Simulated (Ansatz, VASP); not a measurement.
# One calculation of KF, two programs

```
K F
1.0
     3.25895    0.00000    0.00000
     0.00000    3.25895    0.00000
     0.00000    0.00000    3.25895
K F
1 1
Direct
  0.00000 0.00000 0.00000
  0.50000 0.50000 0.50000
```

The cell comes from a database or a generator and needn't be the stable form of this composition.

Alike in both runs: functional revPBE; dispersion D4; k mesh 8 × 8 × 8; occupations tetrahedron; collinear spin.

|  | VASP | Ansatz |
| --- | --- | --- |
| version | VASP 6.6.1 | Ansatz 0.2.0 |
| potentials or method | VASP PAW PBE potentials, release 64 (K_sv, F) | Ansatz PAW |
| plane-wave cutoff (eV) | 520 | 420 |
| valence electrons in the cell | 16 | 16 |
| task | single point | band structure |

```tsv
	VASP	Ansatz	Ansatz less VASP
gap on the k mesh at the Fermi level (eV)	6.51	6.52	+0.012
least direct gap on the mesh (eV)	6.56	6.57	+0.011
pressure (GPa)	1.4	1.4	-0.01
net moment per atom (μB)	0.00	0.00	0.000
dispersion energy (meV/atom)	-135.7	-135.8	-0.06
```

Caveats: the PAW data sets were made with another functional, which shifts forces and pressure a little (VASP); the PAW data sets come from PBE, with cores solved anew for the run's functional, which leaves a small shift of forces and pressure (Ansatz); with tetrahedron occupations forces and stress needn't match the slope of the energy (Ansatz); the starting moments weren't kept (Ansatz). A k mesh can miss the band edges.
